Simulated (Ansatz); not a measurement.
Write a Python script for Ansatz 0.2.0, Python API that makes a convergence test of the k-point mesh of CaF₂, space group Fm-3m. Settings (first run): PBE, PAW, the default cutoff (420 eV here), 2×2×2 k-points, fixed occupations. The script varies mesh: (2, 2, 2), (3, 3, 3), (4, 4, 4), (6, 6, 6), (7, 7, 7), (9, 9, 9).

```
Ca F
1.0
     0.00000    2.73100    2.73100
     2.73100    0.00000    2.73100
     2.73100    2.73100    0.00000
Ca F
1 2
Cartesian
  0.0000 0.0000 0.0000
  1.3655 1.3655 1.3655
  4.0965 4.0965 4.0965
```

The script, `caf2_kconv.py`:
```python
'''k-point test for CaF2.'''

import warnings

import ansatz as az

warnings.simplefilter('ignore', az.DeckWarning)

caf2 = (
    az.Lattice.fcc(5.462)
    .space_group(225)
    .atom('Ca', [0.0, 0.0, 0.0])
    .atom('F', [0.25, 0.75, 0.75])
    .primitive()
)

model = (
    caf2.calculation()
    .functional(az.Functional.PBE)
    .occupations(az.OccupationsMethod.FIXED)
    .forces()
    .stress()
)

rows = []
for value in [(2, 2, 2), (3, 3, 3), (4, 4, 4), (6, 6, 6), (7, 7, 7), (9, 9, 9)]:
    data = model.kpoints(mesh=value).run(threads=1).report
    rows.append((value, data['free_energy_ev'] / len(data['lattice']['sites']), data['n_iterations'], sum(data['stress_gpa'][i][i] for i in range(3)) / 3, max(abs(f) for row in data['forces_ev_ang'] for f in row), data['n_kpoints']))

print('        mesh   F/atom (eV)    iterations       P (GPa)  max force (eV/A)      k-points')
for row in rows:
    print(f'{str(row[0]):>12s}  {row[1]:12.5f}  {row[2]:12d}  {row[3]:12.3f}  {row[4]:16.4f}  {row[5]:12d}')

# differences from the last row
for row in rows[:-1]:
    shift = 1000 * (row[1] - rows[-1][1])
    print(f'{row[0]}: {shift:+.2f} meV/atom' + ('  (within 2 meV)' if abs(shift) < 2 else ''))
```

```console
$ python caf2_kconv.py
        mesh   F/atom (eV)    iterations       P (GPa)  max force (eV/A)      k-points
   (2, 2, 2)   -1146.58872             6         2.601            0.0000             3
   (3, 3, 3)   -1146.60099             7         2.215            0.0000             4
   (4, 4, 4)   -1146.60127             6         2.209            0.0000             8
   (6, 6, 6)   -1146.60115             6         2.205            0.0000            16
   (7, 7, 7)   -1146.60105             6         2.202            0.0000            20
   (9, 9, 9)   -1146.60115             6         2.204            0.0000            35
(2, 2, 2): +12.43 meV/atom
(3, 3, 3): +0.16 meV/atom  (within 2 meV)
(4, 4, 4): -0.12 meV/atom  (within 2 meV)
(6, 6, 6): -0.00 meV/atom  (within 2 meV)
(7, 7, 7): +0.10 meV/atom  (within 2 meV)
```

From 3×3×3 on it stays within 2 meV an atom of the value at 9×9×9; the first row (2×2×2) is off by 12.4 meV and the last but one by 0.10 meV. The pressure moves from 2.60 to 2.20 GPa.

What to keep in mind:
- Forces vanish by symmetry here and test nothing.
- Pressure is positive in compression.
- The structure is a deposited one; some such entries were measured under pressure or heat, so a shift against it needn't be the functional's error alone.
- Shifts are counted from the finest mesh, which is itself no proven limit.

(Lines on the test bed's own set-up are left out of the output.)
